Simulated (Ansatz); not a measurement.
## Se: pressure and energy change per atom against volume scale

Results calculated with Ansatz 0.2.0, not measured. Plane-wave DFT, scalar-relativistic PAW made under PBE with cores redone for the functional, no dispersion; the given relaxed cell is scaled uniformly, energy at zero smearing counts from the unscaled cell, pressure at the given Fermi-Dirac smearing is positive in compression.

The cell before it is scaled or strained (space group Pm-3m, No. 221):
```
CELL_PARAMETERS angstrom
2.84840 0.00000 0.00000
0.00000 2.84840 0.00000
0.00000 0.00000 2.84840
ATOMIC_POSITIONS crystal
Se 0.00000 0.00000 0.00000
```

Settings of every row: spin polarised no; functional revPBE; wave cutoff 420 eV; smearing width 0.1 eV; k mesh 12x12x12.

Atom starting moment: 0 on all atoms.

Limits: the cell comes from a prototype or a list of computed structures and needn't be the stable phase.

```csv
row,volume scale,V (Å³/atom),pressure (GPa),energy change per atom (meV)
1,0.88,20.337,11.46,87.93
2,0.92,21.261,6.78,36.01
3,0.96,22.186,3.05,8.34
4,1.04,24.035,-2.29,7.05
5,1.08,24.959,?,?
6,1.12,25.883,-5.64,55.27
```

Question: what pressure and energy change per atom should row 5 give?

Worked fit of pressure. Take u = (V_r/V)^(2/3) − 1 with V_r = 22.186 Å³ an atom, which is twice the finite (Eulerian) strain; such expansions in the strain, on which the Birch-Murnaghan equation of state is built, carry the rest volume and the bulk modulus. The shown rows have u = 0.05973, 0.0288, 0, -0.05197, -0.09765. Least squares give pressure = 3.065 + 120.74 × u + 325.4 × u² GPa; a straight line predicts inner rows, each left out in turn, worse (root mean square 0.92 against 0.054 GPa). The rows lie off it by 0.02, -0.03, -0.02, 0.04, -0.02. The pressure vanishes at u = -0.0274, or V = 23.13 Å³ an atom, and there the bulk modulus at fixed shape and fractions is B = −V dP/dV = (2/3)(1 + u) dP/du = 66.7 GPa. The withheld row has u = -0.07551, so the fit gives 3.065 + 120.74 × (-0.07551) + 325.4 × (-0.07551)² = -4.20 GPa.

The calculation gave -4.16 GPa. The fit lies 0.04 GPa (0.23 % of the column's range) below it; its largest miss of a shown row is 0.04 GPa.

Worked fit of energy change per atom. Take u = (V_r/V)^(2/3) − 1 with V_r = 22.186 Å³ an atom, which is twice the finite (Eulerian) strain; such expansions in the strain, on which the Birch-Murnaghan equation of state is built, carry the rest volume and the bulk modulus. The shown rows have u = 0.05973, 0.0288, 0, -0.05197, -0.09765. Least squares give energy change per atom = 8.603 + 637.97 × u + 11456.3 × u² meV; a straight line predicts inner rows, each left out in turn, worse (root mean square 33 against 0.86 meV). The rows lie off it by 0.35, -0.47, -0.26, 0.66, -0.28 (root mean square 0.43 meV). The withheld row has u = -0.07551, so the fit gives 8.603 + 637.97 × (-0.07551) + 11456.3 × (-0.07551)² = 25.75 meV.

The calculation gave 26.33 meV. The fit lies 0.58 meV (2.2 % of the value, 0.72 % of the column's range) below it; its largest miss of a shown row is 0.66 meV.
